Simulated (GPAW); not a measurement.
Si2Ni: equation of state with PBEsol+D4

The system is Si2Ni.

```
Ni Si
1.0
     3.82262    0.00000    0.00000
     1.91131    3.31049    0.00000
     1.91131    1.10350    3.12116
Ni Si
1 2
Direct
  0.00000 0.00000 0.00000
  0.75000 0.75000 0.75000
  0.25000 0.25000 0.25000
```

```json
{
 "Program": "GPAW 26.7.0",
 "Task": "equation of state",
 "Functional": "PBEsol",
 "Dispersion": "D4",
 "Potentials or basis": "PAW data sets generated in the run's folder for this functional",
 "Cutoff": "600 eV",
 "Basis": "pw",
 "k mesh": "6 × 6 × 6",
 "Occupations": "fermi-dirac, width 0.05 eV",
 "Spin": "collinear spin, ferromagnetic start",
 "Starting moments": "[1.0, 0.0, 0.0] μB"
}
```

The equilibrium volume is 12.97 Å³/atom and the bulk modulus is 171 GPa. The pressure derivative of the bulk modulus is 4.6.

Energy against volume, from the lowest point:
```tsv
volume (Å³/atom)	energy (meV/atom)
12.376	15.76
12.639	4.62
12.902	0.00
13.166	1.33
13.429	7.94
13.692	19.24
13.956	34.71
```

Wall time 4.2 min on 1 thread of Arm Neoverse V1 (shared host), peak memory 0.31 GiB.

Caveat: the stock nickel data set gives pressures a few GPa off other programs.
